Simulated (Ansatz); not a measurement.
SrBeF₄: relaxation (Ansatz)

input.yaml:

```yaml
crystal:
  lattice:
    - [0.0, 5.548746, 0.0]
    - [5.548746, 0.0, 0.0]
    - [2.774373, 2.774373, -5.340412]
  atoms:
    - { symbol: Be, position: [0.0, 0.0, 0.0] }
    - { symbol: Be, position: [0.5, 0.5, 0.0] }
    - { symbol: F, position: [0.4424, 0.4424, 0.7524] }
    - { symbol: F, position: [0.5576, 0.1948, 0.2476] }
    - { symbol: F, position: [0.8052, 0.8052, 0.7524] }
    - { symbol: F, position: [0.1948, 0.5576, 0.2476] }
    - { symbol: F, position: [0.9424, 0.3052, 0.7524] }
    - { symbol: F, position: [0.0576, 0.0576, 0.2476] }
    - { symbol: F, position: [0.3052, 0.9424, 0.7524] }
    - { symbol: F, position: [0.6948, 0.6948, 0.2476] }
    - { symbol: Sr, position: [0.75, 0.25, 0.5] }
    - { symbol: Sr, position: [0.25, 0.75, 0.5] }
  symmetry: { tolerance: 0.0003 }
kpoints:
  mp_grid: { grid: [5, 5, 5], shift: [0, 0, 0] }
magnetization:
  spin_polarized: false
scf:
  occupations: { method: fermi_dirac }
  lower_state_search: "off"
hamiltonian:
  pseudopotentials: { kind: paw }
  xc: lda
basis:
  ecutwfc: 420
  fft_grid_basis: typed
relax:
  max_steps: 60
  cell: { p_target: 0.0 }
  f_tol: 0.03
output:
  forces: true
  stress: true
  eigenvalues: true
  bader: true
  populations: true
  elf: true
  write_potential: true
  volumetric_format: npy
  dos:
    e_range: [-12, 8]
    de: 0.05
    projected: { site_lists: { Be: [Be], F: [F], Sr: [Sr] } }
  write_density: true
checkpoint:
  read: saved_state
```

Launch command:

```bash
ansatz run input.yaml --threads 2 --pin off --max-ram 2560MiB --backend cpu --events-out ev --progress --plain --runs-dir out
```

Origin of the cell: a known structure type with other elements, at an estimated volume, so it need not be a known compound.

The smearing width isn't typed, so it takes its default of 0.1 eV.

The saved state is a converged single point of the same cell.

Steps («new basis» is an SCF on plane waves selected anew at the same cell):

| step | ΔF (meV/atom) | max force component (eV/Å) | P (GPa) | volume (Å³) | SCF iterations | step was |
| --- | --- | --- | --- | --- | --- | --- |
| 1 | 0.0 | 1.920 | -13.11 | 164.42 | 5 | accepted |
| 2 | -310.9 | 1.102 | -8.56 | 148.40 | 6 | accepted |
| 3 | -442.2 | 0.532 | 4.77 | 136.31 | 6 | accepted |
| 4 | -458.7 | 0.185 | 2.13 | 138.00 | 5 | accepted |
| 5 | -460.8 | 0.054 | 0.12 | 141.44 | 6 | accepted |
| 6 | -461.0 | 0.005 | -0.09 | 141.42 | 5 | accepted |
| 7 | -461.0 | 0.000 | -0.01 | 141.32 | 4 | accepted |
| 8 | -457.3 | 0.001 | -0.70 | 141.32 | 6 | new basis |
| 9 | -458.0 | 0.004 | 0.04 | 140.29 | 4 | accepted |
| 10 | -457.5 | 0.004 | -0.02 | 140.29 | 5 | new basis |

Before:

Space group I4/mcm (No. 140); the run's cell has a = 5.549 Å, b = 5.549 Å, c = 6.627 Å, α = 65.25°, β = 65.25°, γ = 90.00°. Shortest distances: Be–F 1.94 Å, F–Sr 2.44 Å, F–F 2.70 Å.

The relaxed structure.

Space group I4/mcm (No. 140); the run's cell has a = 5.493 Å, b = 5.493 Å, c = 6.058 Å, α = 63.04°, β = 63.04°, γ = 90.00°. Shortest distances: Be–F 1.55 Å, F–F 2.39 Å, F–Sr 2.47 Å, Be–Sr 3.60 Å.

```xyz
12
Lattice="0.0000 5.4929 0.0000 5.4929 0.0000 0.0000 2.7465 2.7465 -4.6495" Properties=species:S:1:pos:R:3 pbc="T T T"
Be    0.0000    0.0000    0.0000
Be    2.7465    2.7465    0.0000
F     4.6463    4.6463   -3.6578
F     1.8998    3.5931   -0.9917
F     6.3396    6.3396   -3.6578
F     3.5931    1.8998   -0.9917
F     3.5931    7.3927   -3.6578
F     0.8467    0.8467   -0.9917
F     7.3927    3.5931   -3.6578
F     4.6463    4.6463   -0.9917
Sr    2.7465    5.4929   -2.3247
Sr    5.4929    2.7465   -2.3247
```

```yaml
Free_energy_lowered_by: 457.5 meV/atom
Volume_change: -14.68 %
Final_pressure: -0.02 GPa
Relaxation_steps_listed: 10
Formation_energy_elements_under_the_same_functional_gases_as_molecules_uncorrected: -3.817 eV/atom
```

Caveats: the relaxation held the start's symmetry, so the end may be a saddle point.

Time: 77 s of wall time on 2 CPU thread(s) of a shared host, from a saved density.
